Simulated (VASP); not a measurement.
# A vacancy on the Te site in La2TeS

How easily does a vacancy on the Te site form in La2TeS? The host is relaxed first, then a supercell is run with and without the defect. The cell takes the structure of LaTe from the COD database, with elements swapped. The cell is invented: it takes the structure of COD entry 4344351, LaTe (space group 225 there), with some of its atoms replaced by other elements, volume scaled by an estimate. It may not be a known or stable phase.

Program: VASP 6.6.1. Level of theory: PBE; plane waves and PAW (La, Te, S), in the first sound run; inputs show where later runs differ. Results are calculated unless marked as measured.

## 1. The host crystal

The structure is tetragonal, space group P4/mmm (No. 123). Conventional cell: a = 4.419 Å, b = 4.419 Å, c = 6.249 Å, α = 90.00°, β = 90.00°, γ = 90.00°. Nearest to La lie 2 S at 3.12 Å and 4 Te at 3.12 Å. Nearest to La lie 2 Te at 3.12 Å and 4 S at 3.12 Å. Te has 6 La at 3.12 Å nearest. S has 6 La at 3.12 Å nearest. It derives from LaTe. It takes the structure of COD entry 4344351, LaTe (space group 225 there), with some of its atoms replaced by other elements, volume scaled by an estimate. Farther neighbours and most contacts between anions are not listed.

Coordinates:

```xyz
4
Lattice="4.4187 0.0000 0.0000 0.0000 4.4187 0.0000 0.0000 0.0000 6.2490" Properties=species:S:1:pos:R:3 pbc="T T T"
La    2.2094    2.2094    3.1245
La    0.0000    0.0000    0.0000
Te    0.0000    0.0000    3.1245
S     2.2094    2.2094    0.0000
```

## 2. The host at zero pressure

First cell and atoms are relaxed at a raised cutoff, so that later runs start from this functional's own cell.

INCAR

```
SYSTEM = La2TeS
PREC = Accurate
ENCUT = 350
EDIFF = 1E-06
NELM = 120
ISMEAR = 0
SIGMA = 0.05
LREAL = .FALSE.
ALGO = Normal
GGA = PE
NBANDS = 23
LORBIT = 11
LWAVE = .FALSE.
LCHARG = .FALSE.
IBRION = 2
NSW = 40
ISIF = 3
EDIFFG = -0.02
POTIM = 0.4
```

POSCAR

```
La2TeS
1.0
    4.4187390000      0.0000000000      0.0000000000
    0.0000000000      4.4187390000      0.0000000000
    0.0000000000      0.0000000000      6.2490400000
La Te S
2 1 1
Direct
    0.5000000000      0.5000000000      0.5000000000
    0.0000000000      0.0000000000      0.0000000000
    0.0000000000      0.0000000000      0.5000000000
    0.5000000000      0.5000000000      0.0000000000
```

KPOINTS

```
Automatic mesh
0
Gamma
3 3 3
0 0 0
```

PAW data sets: La, Te and S (PBE family, release 64).

Launch:

```console
$ export OMP_NUM_THREADS=5
$ mpirun -np 1 vasp_std
```

Log:

```text
[banner, memory and clock lines left out]
running    1 mpi-ranks, on    1 nodes
 distrk:  each k-point on    1 cores,    1 groups
 distr:  one band on    1 cores,    1 groups
 Offloading initialized ...    1 GPUs detected
 POSCAR found type information on POSCAR LaTeS
 POSCAR found :  3 types and       4 ions
 LDA part: xc-table for (Slater+PW92), standard interpolation
 POSCAR, INCAR and KPOINTS ok, starting setup
 FFT: planning ... GRIDC
 FFT: planning ... GRID_SOFT
 FFT: planning ... GRID
 WAVECAR not read
 entering main loop
       N       E                     dE             d eps       ncg     rms          rms(c)
DAV:   1     0.327345891903E+03    0.32735E+03   -0.94674E+03   276   0.138E+03
DAV:   2     0.304392779682E+02   -0.29691E+03   -0.29033E+03   420   0.296E+02
DAV:   3    -0.195815578923E+02   -0.50021E+02   -0.49224E+02   438   0.154E+02
DAV:   4    -0.236103612269E+02   -0.40288E+01   -0.40096E+01   496   0.394E+01
DAV:   5    -0.240505261317E+02   -0.44016E+00   -0.43653E+00   448   0.134E+01    0.578E+00
DAV:   6    -0.238837796024E+02    0.16675E+00   -0.13973E+00   488   0.723E+00    0.374E+00
DAV:   7    -0.238998187703E+02   -0.16039E-01   -0.43353E-01   456   0.441E+00    0.173E+00
DAV:   8    -0.239019492040E+02   -0.21304E-02   -0.71537E-02   512   0.225E+00    0.440E-01
DAV:   9    -0.239024123195E+02   -0.46312E-03   -0.93809E-03   432   0.674E-01    0.205E-01
DAV:  10    -0.239024497843E+02   -0.37465E-04   -0.17541E-03   520   0.342E-01    0.930E-02
DAV:  11    -0.239024910662E+02   -0.41282E-04   -0.46136E-04   448   0.156E-01    0.294E-02
DAV:  12    -0.239024818309E+02    0.92353E-05   -0.99838E-05   528   0.753E-02    0.173E-02
DAV:  13    -0.239024835278E+02   -0.16968E-05   -0.13520E-05   352   0.190E-02    0.582E-03
DAV:  14    -0.239024834463E+02    0.81481E-07   -0.37155E-06   320   0.147E-02
   1 F= -.23902483E+02 E0= -.23897970E+02  d E =-.239025E+02
 curvature:   0.00 expect dE= 0.000E+00 dE for cont linesearch  0.000E+00
 trial: gam= 0.00000 g(F)=  0.000E+00 g(S)=  0.101E-01 ort = 0.000E+00 (trialstep = 0.100E+01)
 search vector abs. value=  0.101E-01
 bond charge predicted
       N       E                     dE             d eps       ncg     rms          rms(c)
DAV:   1    -0.239563485631E+02   -0.53865E-01   -0.15209E+00   488   0.148E+01    0.116E+00
DAV:   2    -0.239147973562E+02    0.41551E-01   -0.13152E-01   456   0.297E+00    0.422E-01
DAV:   3    -0.239075324007E+02    0.72650E-02   -0.30320E-02   496   0.147E+00    0.166E-01
DAV:   4    -0.239073216544E+02    0.21075E-03   -0.17169E-03   496   0.294E-01    0.123E-01
DAV:   5    -0.239072824173E+02    0.39237E-04   -0.69240E-04   512   0.179E-01    0.362E-02
DAV:   6    -0.239072908368E+02   -0.84195E-05   -0.10770E-04   456   0.839E-02    0.295E-02
DAV:   7    -0.239072936538E+02   -0.28170E-05   -0.25884E-05   496   0.292E-02    0.145E-02
DAV:   8    -0.239072959683E+02   -0.23145E-05   -0.12516E-06   272   0.117E-02    0.238E-03
DAV:   9    -0.239072956204E+02    0.34791E-06   -0.53905E-07   264   0.132E-02
   2 F= -.23907296E+02 E0= -.23902552E+02  d E =-.481217E-02
[...]
3 F= -.23907333E+02 E0= -.23902627E+02  d E =-.484988E-02
 curvature:  -0.45 expect dE=-0.343E-03 dE for cont linesearch -0.479E-06
 trial: gam= 0.08528 g(F)=  0.000E+00 g(S)=  0.758E-03 ort =-0.103E-03 (trialstep = 0.985E+00)
 search vector abs. value=  0.814E-03
 bond charge predicted
       N       E                     dE             d eps       ncg     rms          rms(c)
DAV:   1    -0.239110300985E+02   -0.36964E-02   -0.10708E-01   496   0.457E+00    0.276E-01
DAV:   2    -0.239081638378E+02    0.28663E-02   -0.72838E-03   480   0.822E-01    0.994E-02
DAV:   3    -0.239077136278E+02    0.45021E-03   -0.13230E-03   496   0.341E-01    0.383E-02
DAV:   4    -0.239076806543E+02    0.32973E-04   -0.13737E-04   512   0.880E-02    0.270E-02
DAV:   5    -0.239076742494E+02    0.64050E-05   -0.12858E-05   480   0.273E-02    0.982E-03
DAV:   6    -0.239076725248E+02    0.17246E-05   -0.23741E-06   272   0.158E-02    0.208E-03
DAV:   7    -0.239076725310E+02   -0.61918E-08   -0.65730E-07   264   0.161E-02
   4 F= -.23907673E+02 E0= -.23902654E+02  d E =-.339201E-03
 trial-energy change:   -0.000339  1 .order   -0.000349   -0.000738    0.000039
 step:   0.9311(harm=  0.9350)  dis= 0.00000  next Energy=   -23.907674 (dE=-0.340E-03)
 reached required accuracy - stopping structural energy minimisation
```

The job ended after 45 s (1 × NVIDIA H100 80GB HBM3, 81559 MiB with 1 MPI rank of AMD EPYC 7R13 (Zen 3), card shared with another run, shared host; peak memory 1.7 GiB).

The logs omit lines about the potential files and the build; timing stands in the text.

Parts of OUTCAR (step 2):

```text
ion  position               nearest neighbor table
   1  0.500  0.500  0.500-   4 3.12   4 3.12   3 3.12   3 3.12   3 3.12   3 3.12
   2  0.000  0.000  0.000-   3 3.12   3 3.12   4 3.12   4 3.12   4 3.12   4 3.12
   3  0.000  0.000  0.500-   2 3.12   2 3.12   1 3.12   1 3.12   1 3.12   1 3.12
   4  0.500  0.500  0.000-   1 3.12   1 3.12   2 3.12   2 3.12   2 3.12   2 3.12

  LATTYP: Found a simple tetragonal cell.
 ALAT       =     4.4187390000
 C/A-ratio  =     1.4142134215

 Subroutine GETGRP returns: Found 16 space group operations
 (whereof 16 operations were pure point group operations)

The static configuration has the point symmetry D_4h.

 Found      6 irreducible k-points:

   k-points           NKPTS =      6   k-points in BZ     NKDIM =      6   number of bands    NBANDS=     23

   dimension x,y,z NGX =    28 NGY =   28 NGZ =   40
   dimension x,y,z NGXF=    56 NGYF=   56 NGZF=   80

   ENCUT  =  350.0 eV  25.72 Ry    5.07 a.u.   6.74  6.74  9.53*2*pi/ulx,y,z

   NELECT =      34.0000    total number of electrons

 k-points in reciprocal lattice and weights: Automatic mesh
   0.00000000  0.00000000  0.00000000       0.037
   0.33333333  0.00000000  0.00000000       0.148
   0.33333333  0.33333333  0.00000000       0.148
   0.00000000  0.00000000  0.33333333       0.074
   0.33333333  0.00000000  0.33333333       0.296
   0.33333333  0.33333333  0.33333333       0.296

 average (electrostatic) potential at core
       1 -96.4455       2 -96.6374       3 -86.8717       4 -83.9793

 E-fermi :   8.4594

 k-point     1 :       0.0000    0.0000    0.0000
  band No.  band energies     occupation
    ...
     16       5.7451      2.00000
     17       6.5779      2.00000
     18       8.3793      1.97654
     19       8.4094      1.84290
     20       8.4094      1.84290
     21       9.0821      0.00000
     22       9.1057      0.00000
     23       9.3761      0.00000

 k-point     2 :       0.3333    0.0000    0.0000
  band No.  band energies     occupation
    ...
     13       4.4114      2.00000
     14       4.4646      2.00000
     15       4.5624      2.00000
     16       5.0465      2.00000
     17       8.4578      1.03624
     18       8.4961      0.29900
     19       8.8710      0.00000
     20       9.3484      0.00000
     21       9.3662      0.00000
     22       9.4134      0.00000
    ...

 k-point     3 :       0.3333    0.3333    0.0000
  band No.  band energies     occupation
    ...
     14       4.7765      2.00000
     15       5.2548      2.00000
     16       5.2671      2.00000
     17       6.9522      2.00000
     18       7.8678      2.00000
     19       9.3230      0.00000
     20       9.5222      0.00000
     21       9.5484      0.00000
     22       9.6004      0.00000
     23       9.6385      0.00000

  Total        0.0234905      0.0234905     -0.0096946      0.0000000      0.0000000      0.0000000
  in kB        0.3113873      0.3113873     -0.1285108      0.0000000      0.0000000      0.0000000
  external PRESSURE =       0.1647546 kB  Pullay stress =       0.0000000 kB

  energy-cutoff  :      350.00
  volume of cell :      120.87
      direct lattice vectors                 reciprocal lattice vectors
     4.389315050  0.000000000  0.000000000     0.227825979  0.000000000 -0.000000000
     0.000000000  4.389315050  0.000000000     0.000000000  0.227825979 -0.000000000
     0.000000000  0.000000000  6.273475849     0.000000000 -0.000000000  0.159401267

 POSITION                                       TOTAL-FORCE (eV/Angst)
 -----------------------------------------------------------------------------------
      2.19466      2.19466      3.13674         0.000000      0.000000      0.000000
      0.00000      0.00000      0.00000        -0.000000      0.000000      0.000000
      0.00000      0.00000      3.13674        -0.000000      0.000000      0.000000
      2.19466      2.19466      0.00000        -0.000000      0.000000      0.000000
 -----------------------------------------------------------------------------------
    total drift:                                0.000000      0.000000      0.000000

  FREE ENERGIE OF THE ION-ELECTRON SYSTEM (eV)
  ---------------------------------------------------
  free  energy   TOTEN  =       -23.9076725310 eV

  energy  without entropy=      -23.8976347216  energy(sigma->0) =      -23.90265363

 reached required accuracy - stopping structural energy minimisation

 total charge
# of ion       s       p       d       f       tot
--------------------------------------------------
    1        2.004   5.642   0.748   0.174   8.569
    2        1.998   5.642   0.677   0.169   8.486
    3        1.343   2.180   0.048   0.000   3.571
    4        1.319   2.373   0.000   0.000   3.692
--------------------------------------------------
tot          6.663  15.838   1.473   0.343  24.318

[... 3 further parts left out ...]
```

CONTCAR:

```
La2TeS
    1.000000000000000
     4.3893150496400111    0.0000000000000000    0.0000000000000000
     0.0000000000000000    4.3893150496400111    0.0000000000000000
     0.0000000000000000    0.0000000000000000    6.2734758486488511
  La              Te              S
     2     1     1
Direct
     0.5000000000000000    0.5000000000000000    0.5000000000000000
     0.0000000000000000    0.0000000000000000    0.0000000000000000
     0.0000000000000000    0.0000000000000000    0.5000000000000000
     0.5000000000000000    0.5000000000000000    0.0000000000000000
```

The k-mesh is coarse for a metal. The run keeps the 16 symmetry operations of its start, so it cannot find a distortion of lower symmetry.

The steps of the relaxation:

```
step  energy less that of the first step (eV)  largest force (eV/Å)  pressure (GPa)  volume (Å³)
   1                                   0.0000                0.0000           -0.57       122.01
   2                                  -0.0048                0.0000            0.21       120.48
   3                                  -0.0049                0.0000            0.15       120.60
   4                                  -0.0052                0.0000            0.02       120.87
```

```
conventional cell, symmetrised  before  after  change
                         a (Å)   4.419  4.389  -0.7 %
                         b (Å)   4.419  4.389  -0.7 %
                         c (Å)   6.249  6.273  +0.4 %
              volume (Å³/atom)   30.50  30.22  -0.9 %
```

The relaxed structure:

```
La Te S
1.0
     4.38932    0.00000    0.00000
     0.00000    4.38932    0.00000
     0.00000    0.00000    6.27348
La Te S
2 1 1
Direct
  0.50000 0.50000 0.50000
  0.00000 0.00000 0.00000
  0.00000 0.00000 0.50000
  0.50000 0.50000 0.00000
```

Numbers from this step:

* electronic cycles: 36
* electrons: 34
* free energy (TOTEN): -23.91 eV
* energy at zero smearing: -23.90 eV
* Fermi energy: 8.459 eV
* labelled metallic, from the levels on this mesh: yes

The run ended after 4 ionic steps, 0.005 eV below its first step, once forces and stress met EDIFFG = -0.02.

Semilocal functionals make gaps too small and can close small ones, so a metal at this level may be a semiconductor in fact.

(Continued in part 2 of 5.)

[Lines on the potential files, build, host, timing and source positions are cut from VASP's logs without a mark.]

[Logs are printed without paths, hosts, clocks, repeated set-up lines and the standing remarks that a program may print on its own settings, such as how far it seeks lower states.]

[Hosts, paths, dates, database ids (printed as entryN), source tags and the programs' standing remarks are cut or masked in the printed files.]

[In band tables of VASP the shares of atoms and orbitals are scaled to a sum of 1 inside the atoms' spheres.]

[Runs that stopped without an error message from VASP are left out.]
